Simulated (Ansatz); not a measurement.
Write the native input for Ansatz 0.2.0 that does the following.

| Property | Result |
| --- | --- |
| Task | single point |
| Functional | PBE |
| Potentials or basis | Ansatz PAW |
| Cutoff | 420 eV (not typed: the program's choice for these potentials) |
| k mesh | 12 × 12 × 7 |
| Occupations | fermi-dirac, width 0.05 eV |
| Spin | collinear spin, random start |
| Starting moments | [0.83, -0.38] μB |

Crystal: Ni.

```
CELL_PARAMETERS angstrom
2.44802 0.00000 0.00000
-1.22401 2.12005 0.00000
0.00000 0.00000 4.07281
ATOMIC_POSITIONS crystal
Ni 0.66667 0.33333 0.75000
Ni 0.33333 0.66667 0.25000
```

This isn't the form of Ni at room conditions, which is fcc.

One way to write it, as run:

input.yaml

```yaml
crystal:
  lattice:
    - [2.4480228978, 0.0, 0.0]
    - [-1.2240114489, 2.1200500186, 0.0]
    - [0.0, 0.0, 4.07280757]
  atoms:
    - { symbol: Ni, position: [0.6666666667, 0.3333333333, 0.75], spin: 0.83 }
    - { symbol: Ni, position: [0.3333333333, 0.6666666667, 0.25], spin: -0.38 }
hamiltonian:
  xc: pbe
  pseudopotentials: { kind: paw }
magnetization:
  spin_polarized: true
kpoints:
  mp_grid: { grid: [12, 12, 7] }
scf:
  occupations: { method: fermi_dirac, width: 0.05 }
output:
  forces: true
  stress: true
  eigenvalues: true
```

Potentials or basis: Ansatz PAW.

Launch:

```sh
$ ansatz run input.yaml --threads 2 --pin off --max-ram 5632MiB --backend cpu --events-out ev --progress --plain --runs-dir out
```

Results of the run:

```json
{
 "Pressure": "7.3 GPa",
 "Band gap on the k mesh": "none (metal or under the smearing width)",
 "Net moment": "1.30 μB per cell",
 "Absolute moment": "1.47 μB per cell",
 "Site moments": "Ni +0.69 μB"
}
```

Caveat: the starting moments weren't kept.

Run time: 7 s on 2 threads of Arm Neoverse V1, with other jobs on the host, peak memory 0.37 GiB.
